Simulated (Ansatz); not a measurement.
## Al in Ansatz: convergence with cutoff

Crystal: Al.

```xyz
1
Lattice="0.0000 2.0248 2.0248 2.0248 0.0000 2.0248 2.0248 2.0248 0.0000" Properties=species:S:1:pos:R:3 pbc="T T T"
Al    0.0000    0.0000    0.0000
```

```yaml
Program: Ansatz 0.2.0
Task: convergence study
Functional: PBE
Potentials_or_basis: all-electron LAPW, scalar-relativistic
Cutoff: 80 eV
Density_cutoff: 320 eV
Basis_error_allowed: 0.001 eV/atom
k_mesh: 11 × 11 × 11
Occupations: fermi-dirac, width 0.05 eV
Spin: no spin polarisation
```

These are the settings of the first run; the series varies cutoff, with any setting tied to it.

Hardware: 1 thread of Arm Neoverse V1, on a shared host.

| cutoff | energy less the tightest run, at zero smearing (meV/atom) | pressure (GPa) | SCF cycles | CPU time (s) | peak memory (GiB) |
| --- | --- | --- | --- | --- | --- |
| 80 eV | 4.37 | -0.34 | 5 | 1.4 | 0.19 |
| 110 eV | 0.74 | -0.42 | 5 | 1.5 | 0.19 |
| 140 eV | 0.14 | -0.43 | 5 | 1.6 | 0.19 |
| 180 eV | -0.01 | -0.43 | 5 | 1.8 | 0.2 |
| 230 eV | 0.00 | -0.43 | 5 | 2.4 | 0.21 |
| 290 eV | 0.00 | -0.43 | 5 | 3.1 | 0.23 |
| 360 eV | 0.00 | -0.43 | 5 | 4 | 0.25 |
| 450 eV | 0.00 | -0.43 | 5 | 5.9 | 0.29 |
| 560 eV | 0.00 | -0.43 | 5 | 8.2 | 0.37 |

Against the tightest run, the energy stays within 1 meV/atom from 110 eV on; the pressure stays within 0.1 GPa from 80 eV on. The tightest run that finished is the yardstick and may itself not be fully converged.
